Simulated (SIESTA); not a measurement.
**MoS2 under changes of volume**

One of the cells (18.083 Å³/atom); the others are scaled copies at fixed shape and fractional positions:

```
Mo S
1.0
     1.59046    0.91825    6.19073
    -1.59046    0.91825    6.19073
     0.00000   -1.83651    6.19073
Mo S
1 2
Direct
  0.00000 0.00000 0.00000
  0.41700 0.41700 0.41700
  0.25000 0.25000 0.25000
```

Measurements of this composition are mostly on another form, of space group No. 194.

```yaml
Program: SIESTA 5.4.2
Functional: PBE
Potentials_or_basis: PseudoDojo 0.4 standard (PBE files)
Basis: DZP (energy shift 0.003 Ry; two zetas on semicore shells)
Grid_cutoff: 800 Ry
Energy_shift: 0.003 Ry
k_mesh: 10 × 10 × 10
Occupations: fermi-dirac, width 0.05 eV
Spin: no spin polarisation
```

| volume (Å³/atom) | energy over the lowest point (meV/atom) | pressure (GPa) | gap on the mesh (eV) | largest force (eV/Å) |
| --- | --- | --- | --- | --- |
| 16.664 | 117.74 | 20.7 | 0.96 | 2.212 |
| 17.019 | 77.08 | 16.1 | 0.98 | 1.765 |
| 17.373 | 45.99 | 12.0 | 1.00 | 1.348 |
| 18.083 | ? | ? | ? | ? |
| 18.437 | 1.28 | 2.0 | 1.03 | 0.278 |
| 18.792 | 0.00 | -0.8 | 1.03 | 0.108 |

Problem. What does the run at 18.083 Å³/atom give?

Solution. Energy over the lowest point 8.90 meV/atom; pressure 5.0 GPa; gap on the mesh 1.02 eV; largest force 0.609 eV/Å.

Worked out: A Birch-Murnaghan fit of order 3 (a polynomial in V^(-2/3)) to the other rows has its minimum at 18.69 Å³/atom with B0 = V·E''(V) = 141 GPa and B' = 4.3 at fixed shape and positions, which overstates the stiffness. It gives 8.87 meV/atom at 18.083 Å³/atom, against the run's 8.90, and -dE/dV = 5.0 GPa, against 5.0. A parabola through the other rows of the gap, of slope 0.39 eV per unit of ln V there, gives 1.02 eV, against the run's 1.02.

Energies are extrapolated to zero smearing.

Caveats: the basis of atomic orbitals isn't converged, which shifts pressures, moduli and gaps; forces of over 1 eV/Å show positions far from the minimum, so gaps and moduli don't describe the material at rest (some runs).

A mesh can miss the band edges. Spin-orbit coupling on Mo is left out.
